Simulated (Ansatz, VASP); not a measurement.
**ZrB2: VASP beside Ansatz**

```
Zr B
1.0
     3.16500    0.00000    0.00000
    -1.58250    2.74097    0.00000
     0.00000    0.00000    3.52000
Zr B
1 2
Direct
  0.00000 0.00000 0.00000
  0.33333 0.66667 0.50000
  0.66667 0.33333 0.50000
```

Alike in both runs: task single point; functional LDA; k mesh 12 × 12 × 9; occupations fermi-dirac, width 0.05 eV; no spin polarisation.

|  | VASP | Ansatz |
| --- | --- | --- |
| version | VASP 6.6.1 | Ansatz 0.2.0 |
| potentials or method | VASP PAW LDA potentials, release 64 (Zr_sv, B), cutoff 520 eV | all-electron LAPW, scalar-relativistic |

VASP gave:

- pressure (GPa): -6.8
- largest component of the traceless stress (GPa): 0.85

**Question.** What did Ansatz give for the same quantities?

**Answer.** Pressure (GPa): -7.3; largest component of the traceless stress (GPa): 0.85.

Ansatz ran all-electron here, so the differences hold the error of VASP's frozen core and of both bases.
